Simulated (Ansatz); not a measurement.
Starting structure of a cell relaxation (symmetry kept):

Space group C2/m (No. 12). a = 4.356 Å, b = 4.360 Å, c = 6.342 Å, α = 90.00°, β = 109.79°, γ = 90.00°
```csv
atom,site,symmetry,x,y,z
Sb,4i,m,0.8803,0.5000,0.2576
```

Method: Ansatz 0.2.0, DFT PBE+D3(BJ), scalar-relativistic, plane waves, PAW.

Cutoff 420 eV; k points 10×10×8 on the computed 4-atom cell (Γ-centred); Gaussian smearing, width 0.10 eV; no spin polarisation.

Problem. What does it relax to?

Solution. The volume is unchanged to within 0.01 Å³/atom to 28.34 Å³/atom, and the energy changes by under 0.1 meV/atom. Final structure:
Space group C2/m (No. 12). a = 4.356 Å, b = 4.360 Å, c = 6.342 Å, α = 90.00°, β = 109.79°, γ = 90.00°
| atom | site | symmetry | x | y | z |
| --- | --- | --- | --- | --- | --- |
| Sb | 4i | m | 0.8803 | 0.5000 | 0.2576 |

This form isn't the element's structure at ambient conditions.